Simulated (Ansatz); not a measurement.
The system is NbP.

```
CELL_PARAMETERS angstrom
-1.67492 1.67492 5.74011
1.67492 -1.67492 5.74011
1.67492 1.67492 -5.74011
ATOMIC_POSITIONS crystal
Nb 0.24988 0.74988 0.50000
Nb 0.49988 0.49988 0.00000
P 0.83275 0.33275 0.50000
P 0.08275 0.08275 0.00000
```

The cell is a database's computed one.

* Program: Ansatz 0.2.0
* Task: single point
* Functional: PBEsol
* Potentials or basis: Ansatz PAW
* Cutoff: 420 eV (not typed: the program's choice for these potentials)
* k mesh: 11 × 11 × 11
* Occupations: fermi-dirac, width 0.05 eV
* Spin: no spin polarisation

On this cell: pressure -6.4 GPa; largest force 0.017 eV/Å; band gap on the k mesh none (metal or under the smearing width).

The same run follows on a disturbed copy (atoms moved at random, drawn with an rms of 0.05 Å):

```
Nb P
1.0
    -1.67492    1.67492    5.74011
     1.67492   -1.67492    5.74011
     1.67492    1.67492   -5.74011
Nb P
2 2
Direct
  0.25356 0.73558 0.47828
  0.49819 0.49312 0.98852
  0.84694 0.31408 0.49538
  0.06652 0.07829 0.98995
```

Question: What does the disturbed cell give?

Answer: The energy (extrapolated to zero smearing) moves by +27.3 meV/atom; pressure -5.8 GPa; largest force 1.242 eV/Å; band gap on the k mesh none (metal or under the smearing width).

Forces on the atoms (eV/Å):
```
Nb   0.280  0.383 -1.087
Nb   0.126 -0.028 -0.282
P    0.050 -0.679  0.260
P   -0.456  0.324  1.109
```

Stress tensor (GPa, compression positive):
```
-5.29 -0.03  0.09
-0.03 -4.11  0.21
 0.09  0.21 -7.90
```

Caveats: the PAW data sets come from PBE, with cores solved anew for the run's functional, which leaves a small shift of forces and pressure.
